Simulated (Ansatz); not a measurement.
## Relaxation of HfN

Level of theory: DFT PBE, scalar-relativistic, plane waves, PAW (Ansatz 0.2.0). Settings: 420 eV cutoff, 18×18×8 k-mesh, Gaussian smearing of 0.10 eV, no spin polarisation.

What was changed: relaxed at 10 GPa.

Spin–orbit coupling is left out, which can shift energies with elements as heavy as these.

Other phases may be more stable at this pressure.

Command:

```bash
ansatz run input.yaml --threads 1 --pin off --max-ram 2560MiB --backend cpu --events-out ev --progress --plain --runs-dir out
```

Input:

```yaml
crystal:
  lattice:
    - [3.1214506479, 0.0, 0.0]
    - [-1.560725324, 2.7032555577, 0.0]
    - [0.0, 0.0, 5.385510816]
  atoms:
    - { symbol: Hf, position: [0.6666666667, 0.3333333333, 0.75] }
    - { symbol: Hf, position: [0.3333333333, 0.6666666667, 0.25] }
    - { symbol: "N", position: [0.0, 0.0, 0.0] }
    - { symbol: "N", position: [0.0, 0.0, 0.5] }
basis:
  ecutwfc: 420
kpoints:
  mp_grid: { grid: [18, 18, 8] }
hamiltonian:
  xc: pbe
scf:
  occupations: { method: gaussian, width: 0.1 }
output:
  forces: true
  stress: true
  eigenvalues: true
relax:
  adjacent_minimum: "off"
  f_tol: 0.008
  max_steps: 50
  cell: { stress_tol: 0.08, p_target: 10.0 }
```

F is the free energy. Steps run on the plane waves of an earlier cell, but the last one, and at times one on the way, on a freshly chosen basis, so a repeated geometry can differ a little in energy. The relaxation lowers the enthalpy F + PV at the target pressure, so F itself can rise.

Steps:

| step | F − F(1) (eV) | largest force component (eV/Å) | V (Å³/atom) | P (GPa) |
| --- | --- | --- | --- | --- |
| 1 | 0.0000 | 0.000 | 11.361 | 10.12 |
| 2 | -0.0016 | 0.000 | 11.368 | 9.94 |
| 3 | -0.0011 | 0.000 | 11.366 | 9.99 |
| 4 | -0.0012 | 0.000 | 11.366 | 9.99 |

Relaxed structure:

```yaml
crystal:
  lattice:
    - [3.12183, 0.00000, 0.00000]
    - [-1.56091, 2.70358, 0.00000]
    - [0.00000, 0.00000, 5.38645]
  atoms:
    - { symbol: Hf, position: [0.66667, 0.33333, 0.75000] }
    - { symbol: Hf, position: [0.33333, 0.66667, 0.25000] }
    - { symbol: N, position: [0.00000, 0.00000, 0.00000] }
    - { symbol: N, position: [0.00000, 0.00000, 0.50000] }
```

The structure is hexagonal, space group P6_3/mmc (No. 194). Conventional cell: a = 3.122 Å, b = 3.122 Å, c = 5.386 Å, α = 90.00°, β = 90.00°, γ = 120.00°. Hf (site symmetry -6m2) is surrounded by 6 N at 2.25 Å. N (site symmetry -3m) is surrounded by 6 Hf at 2.25 Å.

The run converged. It took 54 s on 1 thread of Arm Neoverse V2, on a shared host, peak memory 0.51 GiB.